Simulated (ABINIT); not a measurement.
Runs of ABINIT 10.8.3 (patched build) on Ga2O3. Symmetry: C2/m, No. 12, monoclinic system. The conventional cell has a = 12.214 Å, b = 3.037 Å, c = 5.798 Å, α = 90.00°, β = 103.83°, γ = 90.00°. Around Ga (site symmetry m) lie 6 O at 1.94 to 2.07 Å. Ga (site symmetry m) has 4 O at 1.83 to 1.86 Å as nearest neighbours. Around O (site symmetry m) lie 3 Ga at 1.83 to 1.94 Å. O (site symmetry m) is surrounded by 4 Ga at 1.86 to 2.07 Å. O (site symmetry m) has 3 Ga at 1.83 to 1.94 Å as nearest neighbours. 

| task | level | potentials or basis | cell | k mesh | cutoff (eV) | fine-grid cutoff | cell freedom (optcell) | cutoff smearing ecutsm (Ha) | optimiser (ionmov) | force stop (Ha/bohr) | mesh quality | gap on the mesh (eV) | pressure (GPa) | largest force (eV/Å) |
| --- | --- | --- | --- | --- | --- | --- | --- | --- | --- | --- | --- | --- | --- | --- |
| single point | PBE | JTH PAW PBE v2.0 | as given | 9 × 9 × 5 | 626 | 1224.51 eV | - | - | - | - | not flagged | (c) | 10.1 | 0.23 |
| band structure | PBEsol | JTH PAW PBE v2.0 | as given | 5 × 5 × 3 | 626 | 1224.51 eV | - | - | - | - | coarse | 2.34 | 3.3 | 0.16 |
| relaxation of cell and atoms | LDA | JTH PAW LDA v2.0 | relaxed | 4 × 4 × 2 | 626 | 1224.51 eV | 2 | 0.5 | 22 | 0.0002 | coarse | 2.49 | 0.0 | 0.01 |
| band structure | LDA | JTH PAW LDA v2.0 | as given | 5 × 5 × 3 | 626 | 1224.51 eV | - | - | - | - | coarse | 2.34 | (a) | 0.09 |
| band structure | r2SCAN | JTH PAW PBE v2.0 | as given | 4 × 4 × 2 | 762 | 1360.57 eV | - | - | - | - | coarse | 3.10 | - | 0.12 |
| single point | LDA | JTH PAW LDA v2.0 | as given | 4 × 4 × 2 | 626 | 1224.51 eV | - | - | - | - | coarse | 2.32 | (b) | 0.10 |
| band structure | PBE | JTH PAW PBE v2.0 | as given | 5 × 5 × 3 | 626 | 1224.51 eV | - | - | - | - | coarse | 2.44 | 10.1 | 0.23 |

Alike in all rows: no spin polarisation; smearing fermi-dirac 0.05 eV.

Task: Estimate the missing entries.

Result: (a) -3.9; (b) -4.0; (c) 2.43.

Caveats: some runs use coarse meshes; the PAW data sets were made with another functional, which shifts forces and pressure a little (some runs); an odd mesh through Γ misses points on the zone boundary, where band edges often lie (some runs).

A k mesh can miss the band edges, and the runs leave out spin-orbit coupling on Ga.

Not every run made on this cell is shown here.
